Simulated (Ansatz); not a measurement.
# ZnS (F-43m) in Ansatz: further runs, part 2 of 2

Ansatz 0.2.0. Earlier steps stand in the parts before.

## Step 4: Single point, HSE06 form with a typed share of exact exchange

File input.yaml:

```yaml
crystal:
  lattice:
    - [0.0, 2.702, 2.702]
    - [2.702, 0.0, 2.702]
    - [2.702, 2.702, 0.0]
  atoms:
    - { symbol: Zn, position: [0.75, 0.75, 0.75] }
    - { symbol: S, position: [0.0, 0.0, 0.0] }
hamiltonian:
  xc: { exchange: pbe, correlation: pbe, exx: { coeff: 0.4, omega: 0.2 } }
  pseudopotentials: { kind: paw }
kpoints:
  mp_grid: { grid: [5, 5, 5] }
scf:
  occupations: { method: fermi_dirac, width: 0.05 }
output:
  forces: true
  stress: true
  eigenvalues: true
  write_density: true
  write_potential: true
  elf: true
  volumetric_format: npy
```

Potentials or basis: Ansatz PAW.

Run with:

```
ansatz run input.yaml --threads 2 --pin off --max-ram 5632MiB --backend cpu --events-out ev --progress --plain --runs-dir out
```

The program printed:

```text
Warning: output.stress: scf.convergence.dr2_threshold = 1e-7 eV (the SCF's general default) is looser than the 2e-10 eV advised for a printed stress (1e-10 eV for each atom of the cell: 2). What an SCF threshold leaves in a stress goes as its square root, and in the free energy as the threshold itself, and one threshold admits the most on a small cell: of the crystals measured, under no hybrid functional and no lock of the moments, on runs that ended without the residual-converged pass, on stresses that held no estimate of that error, the worst erred by over 100 MPa in a component at 1e-7 eV an atom and by under 5 at 1e-10. Set scf.convergence.dr2_threshold to 2e-10 eV or tighter. The threshold is an SCF's pass mark: one that does not reach it within its budget of iterations ends unconverged, or closes short of it on a stop that the run arms, and scf.convergence.dr2_threshold's page says what that costs each kind of run
Warning: output.stress: scf.exx.energy_threshold = 1e-6 eV is looser than the 2e-8 eV advised for a stress under a hybrid functional (1e-8 eV for each atom of the cell: 2). Every SCF of the exchange loop can meet its threshold on dr2 while the loop round them stops early: no threshold on dr2 bounds what that leaves in the stress. Set scf.exx.energy_threshold to 2e-8 eV or tighter. The threshold is the loop's pass mark: a loop that does not reach it within its budget of cycles ends unconverged, and scf.exx.energy_threshold's page has the law
Warning: RAYON_NUM_THREADS=2 ignored (pool sized by the plan → 2); use --threads N
Engine: ansatz 0.2.0, x86_64-unknown-linux-gnu
Pseudopotentials: kind: paw
Pseudopotential: Zn, paw, valence charge 12, recommended cutoff 420 eV (normal), Zn.paw.azcp
Pseudopotential: S, paw, valence charge 6, recommended cutoff 420 eV (normal), S.paw.azcp
Functional definition: unnamed
  parameter a_1 = 0.4
  parameter omega_1 = 0.2/angstrom
  exchange = pbe_x + (-a_1)*pbe_x_sr(omega_1) + a_1*exact_x_sr(omega_1)
  correlation = pbe_c
Crystal: 2 atoms, lattice volume = 39.454 Å³
Basis set: ecut = 420 eV, 749 PW (Γ), exchange–correlation on 54×54×54 points (8 copies of the dense FFT grid, shifted against one another)
Bands: 13, of which v1, the nominal top of the filled ones, is band 9 counted from 1 (8 counted from 0)
Symmetry: 24 space group operations
Space group: F-43m (ITA 216), of the structure as read, at distance tolerance 3.4e-5 Å
k-points: 10 of 125 (time reversal used)
Non-local potential: Zn, projectors of the file, l = 0: 2, l = 1: 2, l = 2: 3, l = 3: 1
Non-local potential: S, projectors of the file, l = 0: 2, l = 1: 2, l = 2: 2
PAW form: soft (Blöchl's): semilocal exchange-correlation on the pseudo side does not see the compensation charge
PAW frozen core: Zn, regenerated for the run's functional, and the local potential with it (the file was generated under x = pbe(κ = 0.804, μ = 0.2195149727645171), c = pbe(β = 0.06672455060314922))
PAW frozen core: S, regenerated for the run's functional, and the local potential with it (the file was generated under x = pbe(κ = 0.804, μ = 0.2195149727645171), c = pbe(β = 0.06672455060314922))
PAW one-centre angular grid: Zn, 590 points (default); XC on 64 Gauss nodes
PAW one-centre angular grid: S, 110 points (default); XC on 64 Gauss nodes
Initial density: superposition of atomic densities (neutral atoms: chi_scale 0, normalization atom), corrected by the library's trained network
Initial wavefunctions: pseudopotential atomic-orbital guess
Functional: x = pbe(κ = 0.804, μ = 0.2195149727645171), c = pbe(β = 0.06672455060314922), warm-up for x = pbe(κ = 0.804, μ = 0.2195149727645171) + 0.4 (exact − pbe) at short range (hse, ω = 0.2 Å⁻¹), c = pbe(β = 0.06672455060314922)
SCF iter   1: F=—  HF=-4222.720219 eV  |F-HF|=—  |Δ(HF+E_count)|=         —  Δρ=2.57e-3  dr2=2.10e-3  ethr=1.77e-3  ⟨swp⟩=9.1  Hψ=670  notcnv=0
preconditioner: auto → none  [insulator: Δε(μ)=2.112 eV  Ē_g=12.282 eV  σ=0.050 eV  W_gap=1.00  n_scr=14 (ndim 8)  ℏωp=25.1 eV  f_vac=0.026  D(μ)=0.00/eV (n_scr^D=0)]
SCF iter   2: F=—  HF=-4222.719619 eV  |F-HF|=—  |Δ(HF+E_count)|=   6.00e-4  Δρ=2.06e-3  dr2=1.10e-3  ethr=1.17e-5  ⟨swp⟩=4.4  Hψ=441  notcnv=0  defer=1
iter 3 solved again at ethr=4.05e-8 eV; its pass at ethr=6.09e-6 eV (dr2=7.29e-6 eV) is discarded
SCF iter   3: F=-4222.719168 eV  HF=-4222.719136 eV  |F-HF|=3.24e-5  |Δ(HF+E_count)|=   4.83e-4  Δρ=2.10e-4  dr2=8.63e-6  ethr=4.05e-8  ⟨swp⟩=3.3  Hψ=584  notcnv=0
SCF 1 stopped early in 3 iterations: F = -4222.719168 eV  dr2 = 8.63e-6
Initial density: handed on by an earlier stage of this run
Initial wavefunctions: those handed on with the density
Functional: x = pbe(κ = 0.804, μ = 0.2195149727645171) + 0.4 (exact − pbe) at short range (hse, ω = 0.2 Å⁻¹), c = pbe(β = 0.06672455060314922)
[... 16 lines left out ...]
SCF iter   2: F=—  HF=-4223.898701 eV  |F-HF|=—  |Δ(HF+E_count)|=   6.14e-6  Δρ=6.20e-5  dr2=1.59e-6  ethr=2.78e-8  ⟨swp⟩=4.0  Hψ=363  notcnv=0
SCF iter   3: F=—  HF=-4223.898700 eV  |F-HF|=—  |Δ(HF+E_count)|=   5.19e-7  Δρ=1.88e-5  dr2=8.48e-8  ethr=5.91e-9  ⟨swp⟩=3.0  Hψ=288  notcnv=0
SCF iter   4: F=—  HF=-4223.898701 eV  |F-HF|=—  |Δ(HF+E_count)|=   2.31e-7  Δρ=5.99e-6  dr2=1.45e-8  ethr=2.79e-10  ⟨swp⟩=3.8  Hψ=359  notcnv=0
SCF iter   5: F=-4223.898701 eV  HF=-4223.898701 eV  |F-HF|=1.60e-10  |Δ(HF+E_count)|=   5.18e-9  Δρ=9.54e-7  dr2=1.63e-9  ethr=6.58e-11  ⟨swp⟩=3.1  Hψ=287  notcnv=0
SCF 3 converged in 5 iterations: F = -4223.898701 eV  dr2 = 1.63e-9
  Residual-converged pass: ⟨swp⟩=3.1  Hψ=267  notcnv=0  max |occ|·‖R‖ = 2.4e-6 eV (tolerance 2.4e-6 eV)  dr2=1.61e-9  dr2_onsite=2.91e-11  max |Δocc| = 0.0e0
hybrid outer 2: dexx = +5.515e-6 eV, tail = 1.95e-7 eV, Δε = 8.71e-3 eV (about 3.46e-4 eV left of the loop's levels)
Exchange kernel: α = 0.4000, screened, ω = 0.2000 Å⁻¹, Wigner–Seitz truncation, v(0) = 1123.8239 eV·Å³, q-mesh 5×5×5, nearest image of the exchange supercell L = 19.11 Å, pair-density grid 15×15×15, without the augmentation charges, whose exchange is taken in its separable form by FFT convolution over the k-point mesh (sized by the pseudopotential files, 24×24×24 at the most), smooth part of the exact exchange by density-matrix convolution
Frozen-core exchange: fock
SCF iter   1: F=—  HF=-4223.898700 eV  |F-HF|=—  |Δ(HF+E_count)|=         —  Δρ=8.70e-6  dr2=2.08e-8  ethr=5.41e-9  ⟨swp⟩=4.4  Hψ=306  notcnv=0
preconditioner: auto → none  [insulator: Δε(μ)=4.143 eV  Ē_g=16.071 eV  σ=0.050 eV  W_gap=1.00  n_scr=14 (ndim 8)  ℏωp=25.1 eV  f_vac=0.031  D(μ)=0.00/eV (n_scr^D=0)]
SCF iter   2: F=-4223.898700 eV  HF=-4223.898700 eV  |F-HF|=2.71e-10  |Δ(HF+E_count)|=   8.70e-9  Δρ=1.79e-6  dr2=1.53e-9  ethr=8.43e-11  ⟨swp⟩=4.0  Hψ=338  notcnv=0
SCF 4 converged in 2 iterations: F = -4223.898700 eV  dr2 = 1.53e-9
  Residual-converged pass: ⟨swp⟩=2.5  Hψ=226  notcnv=0  max |occ|·‖R‖ = 2.2e-6 eV (tolerance 2.4e-6 eV)  dr2=1.52e-9  dr2_onsite=4.60e-10  max |Δocc| = 0.0e0
hybrid outer 3: dexx = +3.351e-9 eV, tail = 4.03e-9 eV, Δε = 2.87e-4 eV (about 7.88e-5 eV left of the loop's levels), ΔF = 3.01e-17 eV/Å (tail 3.77e-4)
hybrid SCF converged: 3 outer / 13 inner (+3 warm-up), last move |dexx| = 3.35e-9 eV, tail = 4.03e-9 eV
Stability not checked: this state was not tested for a lower state beside it, because the functional holds exact exchange (a hybrid, or Hartree-Fock), whose exchange loop this test does not read (fock_operator; see scf.lower_state_search)
Free energy (F): -4223.898700 eV
Frozen-core exchange: fock
Harris-Foulkes:  -4223.898700 eV  (|F-HF|=2.71e-10)
Internal energy: -4223.898700 eV  (E = F + TS)
E sigma→0 (E₀):  -4223.898700 eV
Fermi energy:    6.678071 eV
--- Per-component energies (eV) ---
  E_band       = -47.381442
  E_kinetic    = 237.538083
  E_local      = -2056.693250  (includes V_loc(G=0)·N_el)
  E_nonlocal   = 649.820147
  E_hartree    = 867.712876
  E_xc         = -157.803567
  E_vxc        = -95.059916  (∫ρ·V_xc dr)
  E_exx        = -85.937186  (= α·E_x^exact, valence–valence)
  E_paw        = -2425.998196  (= ΣΔE_a)
  E_vpaw       = -346.536297  (= ΣTr[D̂ρ^β])
  E_aug_tail   = -0.000367  (compensation charges beyond the density's cutoff)
  E_ewald      = -1253.379294
  E_core_change = 0.842054  (= ΣΔE_core)
  E_smearing   = -0.000000  (= −TS)
  E_closure    = -0.000000  (closes the sum)
  Σ components = -4223.898700   (vs F -4223.898700, Δ=0.00e0)
--- Forces (eV/Å), atoms counted from 1 ---
  atom   1  Zn     0.00000000    -0.00000000     0.00000000
  atom   2  S     -0.00000000     0.00000000    -0.00000000
  max |Σ_I F_I| component: 8.33e-17 eV/Å
--- Stress (GPa, compression-positive) ---
        0.637248       0.000000      -0.000000
        0.000000       0.637248       0.000000
       -0.000000       0.000000       0.637248
  P = ⅓ Tr σ = 0.6372 GPa (6.372 kbar)
--- Band table (eV; the first three rows and the last of 10) ---
  k-point 0: bands = ["-10.4220", "-4.3138", "-4.3138", "-4.3138", "-3.8988", "-3.8988", "4.5789", "4.5789", "4.5789", "8.7220", "13.1130", "13.1130", "13.1130"]
  k-point 1: bands = ["-10.1055", "-4.2721", "-4.2721", "-4.2309", "-3.9003", "-3.9003", "2.2403", "4.2223", "4.2223", "10.0349", "13.2281", "13.6683", "13.6683"]
  k-point 2: bands = ["-9.5194", "-4.2191", "-4.2191", "-3.8841", "-3.8841", "-3.8179", "-0.6257", "3.7240", "3.7240", "10.0163", "13.6535", "13.6535", "15.2641"]
  k-point 9: bands = ["-9.1648", "-4.1454", "-4.1238", "-3.9711", "-3.8838", "-3.5398", "-0.2719", "1.4781", "2.3662", "11.8828", "12.6236", "13.8215", "16.7292"]
```

v_z.tsv:

```text
# z_ang	v_es[eV]	v_tot[eV]
# format = ansatz-planar-average/11
# xc	{"exchange":"pbe","correlation":"pbe","exx":{"coeff":0.4,"omega":0.2}}
# density_cutoff_ev	1680
# datasets	Zn=:simpson_from_first_knot:soft:fock:shift=0	S=:simpson_from_first_knot:soft:fock:shift=0
# lattice	0.000000000	2.702000000	2.702000000
# lattice	2.702000000	0.000000000	2.702000000
# lattice	2.702000000	2.702000000	0.000000000
# sites	2
# site	30	4.053000000	4.053000000	4.053000000
# site	16	0.000000000	0.000000000	0.000000000
0.000000	-2.561205e-1	-8.361896e0
0.141526	8.026013e-1	-7.063195e0
0.283052	1.742917e0	-5.807886e0
0.424578	2.714600e0	-4.478503e0
0.566104	3.964601e0	-2.881136e0
0.707631	5.464754e0	-1.038875e0
[... 19 lines left out ...]
3.538153	-2.183251e0	-1.068446e1
3.679679	-1.314198e0	-9.633624e0
```

It took 11 s on 2 threads of Intel Xeon Platinum 8488C (Sapphire Rapids), shared host; peak memory 0.83 GiB.

Results:

| Quantity | Value |
| --- | --- |
| Free energy | -4223.8987 eV |
| Pressure | 0.6 GPa |
| Band gap on the k mesh | 4.14 eV, direct |

Caveat: odd divisions of the mesh miss points on the zone boundary, where band edges often lie, so the gap on the mesh can be too wide; the PAW data sets come from PBE, with cores solved anew for the run's functional, which leaves a small shift of forces and pressure; the thresholds are loose for stress.

## Step 5: Overview

| screening (1/Å) | share of exact exchange | gap on the mesh (eV) | pressure (GPa) |
| --- | --- | --- | --- |
| 0.4 | 0.25 | 2.96 | 1.3 |
| 0.6 | 0.25 | 2.69 | 1.7 |
| 0.2 | 0.4 | 4.14 | 0.6 |

Alike in all rows: task single point; level HSE06 form with a typed share of exact exchange; potentials or basis Ansatz PAW; no spin polarisation; cell as given; k mesh 5 × 5 × 5; cutoff (eV) 420; smearing fermi-dirac 0.05 eV.

On the cell as given the gap runs from 2.69 eV (HSE06 form with a typed share of exact exchange) to 4.14 eV (HSE06 form with a typed share of exact exchange).

Caveats: odd divisions of the mesh miss points on the zone boundary, where band edges often lie, so the gap on the mesh can be too wide; the PAW data sets come from PBE, with cores solved anew for the run's functional, which leaves a small shift of forces and pressure; the thresholds are loose for stress.

Total energies depend on the potentials used, so only differences within one code and one set of settings carry meaning.

## Step 6: Comparison with measurements

Step 2. Against the measured gap of ZnS, 3.85 eV (direct; 19 K; quoted in “Electronic, vibrational, and thermodynamic properties of ZnS (zincblende and rocksalt structure)”, 2009, arxiv:0911.5022), the calculated 2.96 eV is off by -0.89 eV. The value is that of HSE06 form with a typed share of exact exchange, without temperature or zero-point motion.

Step 3. Measured gap of ZnS: 3.85 eV (direct; 19 K; quoted in “Electronic, vibrational, and thermodynamic properties of ZnS (zincblende and rocksalt structure)”, 2009, arxiv:0911.5022). This calculation gives 2.69 eV (-1.16 eV). The value is that of HSE06 form with a typed share of exact exchange, without temperature or zero-point motion.

Step 4. Against the measured gap of ZnS, 3.85 eV (direct; 19 K; quoted in “Electronic, vibrational, and thermodynamic properties of ZnS (zincblende and rocksalt structure)”, 2009, arxiv:0911.5022), the calculated 4.14 eV is off by +0.29 eV. The value is that of HSE06 form with a typed share of exact exchange, without temperature or zero-point motion.
